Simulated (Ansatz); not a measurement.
# Si7O16: the cost of one run

Computed with Ansatz 0.2.0 (DFT PBEsol, scalar-relativistic, plane waves, PAW, unless a step's input says otherwise).

2 further runs of the same task are left out: 2 set aside as unsound or not needed.

### Step 1. The system as given

Symmetry: P3_121, No. 152, trigonal system. Conventional cell: a = 4.948 Å, b = 4.948 Å, c = 5.440 Å, α = 90.00°, β = 90.00°, γ = 120.00°. Si (site symmetry 2) is surrounded by 4 O at 1.62 Å. Around O (site symmetry 1) lie 2 Si at 1.62 Å.

As a file:

```cif
data_structure
_symmetry_space_group_name_H-M 'P 1'
_symmetry_Int_Tables_number 1
_cell_length_a 4.9476
_cell_length_b 4.9476
_cell_length_c 5.4405
_cell_angle_alpha 89.999
_cell_angle_beta 89.999
_cell_angle_gamma 59.999
_cell_volume 115.33
loop_
_atom_site_label
_atom_site_type_symbol
_atom_site_fract_x
_atom_site_fract_y
_atom_site_fract_z
_atom_site_occupancy
Si1 Si 0.47018 0.00011 0.16667 1
Si2 Si 0.52961 0.47039 0.50000 1
Si3 Si 0.99989 0.52982 0.83333 1
O1 O 0.26693 0.58758 0.71454 1
O2 O 0.85442 0.41260 0.61880 1
O3 O 0.58740 0.14558 0.38120 1
O4 O 0.14535 0.26716 0.04790 1
O5 O 0.41242 0.73307 0.28546 1
O6 O 0.73284 0.85465 0.95210 1
```

It is the result of an earlier relaxation at this level (volume 12.81 Å³/atom; gap on the mesh: 5.72 eV).

The bulk reference comes from a run made before at the same settings: -582.2046 eV/atom.

### Step 2. The (110) slab

Miller indices refer to the conventional cell of the relaxed bulk, P3_121 (No. 152): a = 4.948 Å, b = 4.948 Å, c = 5.440 Å, α = 90.00°, β = 90.00°, γ = 120.00°.

The slab is a (110) slab, 10.9 Å thick as cut, with 15 Å of vacuum; its outer planes are O (top) and O (bottom).

The slab as cut. Its planes from the bottom up:

```
plane  atoms per cell  height over the lowest (Å)
    1               O                        0.00
    2               O                        0.52
    3              Si                        1.14
    4               O                        1.77
    5               O                        2.29
    6           Si2O2                        3.29
    7               O                        4.28
    8               O                        4.81
    9              Si                        5.43
   10               O                        6.05
   11               O                        6.57
   12           Si2O2                        7.57
   13               O                        8.57
   14               O                        9.09
   15              Si                        9.71
   16               O                       10.34
   17               O                       10.86
```

### Step 3. Single point on the unrelaxed (110) slab

A dipole layer in the vacuum cancels the field that periodic copies would set up if the slab's two faces differ.

input.yaml

```yaml
crystal:
  lattice:
    - [4.9475710459, 0.0, 0.0]
    - [-0.0001016239, 5.440497915, 0.0]
    - [0.0, 0.0, 25.8577487424]
  atoms:
    - { symbol: O, position: [0.2210330255, 0.2854647028, 0.2900484522] }
    - { symbol: O, position: [0.8398223354, 0.9521083233, 0.3101941215] }
    - { symbol: Si, position: [0.0297415852, 0.1666758789, 0.3342980534] }
    - { symbol: O, position: [0.8397901204, 0.3812140352, 0.3584012709] }
    - { symbol: O, position: [0.2210434193, 0.0479096974, 0.3785483835] }
    - { symbol: O, position: [0.4392498331, 0.6188076915, 0.4026475034] }
    - { symbol: Si, position: [0.7351662409, 0.5000124881, 0.4122230233] }
    - { symbol: Si, position: [0.2351770842, 0.833345608, 0.4220707112] }
    - { symbol: O, position: [0.9392498069, 0.7145550066, 0.4316423943] }
    - { symbol: O, position: [0.7210147045, 0.2854731959, 0.4557500343] }
    - { symbol: O, position: [0.3398040144, 0.9521168163, 0.4758957036] }
    - { symbol: Si, position: [0.5297232641, 0.166684372, 0.4999996355] }
    - { symbol: O, position: [0.3397717993, 0.3812225283, 0.524102853] }
    - { symbol: O, position: [0.7210250983, 0.0479181905, 0.5442499657] }
    - { symbol: O, position: [0.939231512, 0.6188161846, 0.5683490855] }
    - { symbol: Si, position: [0.2351479199, 0.5000209812, 0.5779246054] }
    - { symbol: Si, position: [0.7351587632, 0.833354101, 0.5877722934] }
    - { symbol: O, position: [0.4392314859, 0.7145634997, 0.5973439764] }
    - { symbol: O, position: [0.2209963834, 0.2854816889, 0.6214516165] }
    - { symbol: O, position: [0.8397856933, 0.9521253094, 0.6415972858] }
    - { symbol: Si, position: [0.0297049431, 0.166692865, 0.6657012176] }
    - { symbol: O, position: [0.8397534783, 0.3812310214, 0.6898044352] }
    - { symbol: O, position: [0.2210067772, 0.0479266835, 0.7099515478] }
basis:
  ecutwfc: 420
kpoints:
  mp_grid: { grid: [6, 5, 1] }
hamiltonian:
  xc: pbesol
scf:
  occupations: { method: gaussian, width: 0.05 }
output:
  forces: true
  stress: true
  eigenvalues: true
efield:
  axis: 3
  dipole_correction: true
  ramp_width: 0.04
```

Started as:

```bash
ansatz run input.yaml --threads 2 --pin off --max-ram 5120MiB --backend cpu --events-out ev --progress --plain --runs-dir out
```

**Question.** How long does this run take on 2 threads of Intel Xeon 6975P-C (Granite Rapids), shared host, and how much memory does it need?

About 51 s, with a peak of 1.3 GiB.
